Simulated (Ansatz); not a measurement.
# AlCo: the cost of one run

Method: DFT PBE, scalar-relativistic, plane waves, PAW, in Ansatz 0.2.0.

**1. The system as given**

It takes space group Pm-3m (No. 221, cubic). The conventional cell has a = 2.819 Å, b = 2.819 Å, c = 2.819 Å, α = 90.00°, β = 90.00°, γ = 90.00°. Al (site symmetry m-3m) is surrounded by 8 Co at 2.44 Å. Co (site symmetry m-3m) has 8 Al at 2.44 Å as nearest neighbours.

Coordinates:

```cif
data_structure
_symmetry_space_group_name_H-M 'P 1'
_symmetry_Int_Tables_number 1
_cell_length_a 2.8194
_cell_length_b 2.8194
_cell_length_c 2.8194
_cell_angle_alpha 90.000
_cell_angle_beta 90.000
_cell_angle_gamma 90.000
_cell_volume 22.41
loop_
_atom_site_label
_atom_site_type_symbol
_atom_site_fract_x
_atom_site_fract_y
_atom_site_fract_z
_atom_site_occupancy
Al1 Al 0.00000 0.00000 0.00000 1
Co1 Co 0.50000 0.50000 0.50000 1
```

Source of the structure: the Materials Project (structure only).

**2. Probe: one point at the start**

The input, input.yaml:

```yaml
crystal:
  lattice:
    - [2.81940321, 0.0, 0.0]
    - [0.0, 2.81940321, 0.0]
    - [0.0, 0.0, 2.81940321]
  atoms:
    - { symbol: Al, position: [0.0, 0.0, 0.0] }
    - { symbol: Co, position: [0.5, 0.5, 0.5], spin: 3.0 }
basis:
  ecutwfc: 420
kpoints:
  mp_grid: { grid: [6, 6, 6] }
hamiltonian:
  xc: pbe
scf:
  occupations: { method: gaussian, width: 0.1 }
  lower_state_search: "off"
output:
  forces: true
  stress: true
  eigenvalues: true
  populations: true
magnetization:
  spin_polarized: true
```

Q: Estimate wall time and peak memory on 1 thread of an x86-64 CPU, shared host.

About 6 s, with a peak of 0.35 GiB.
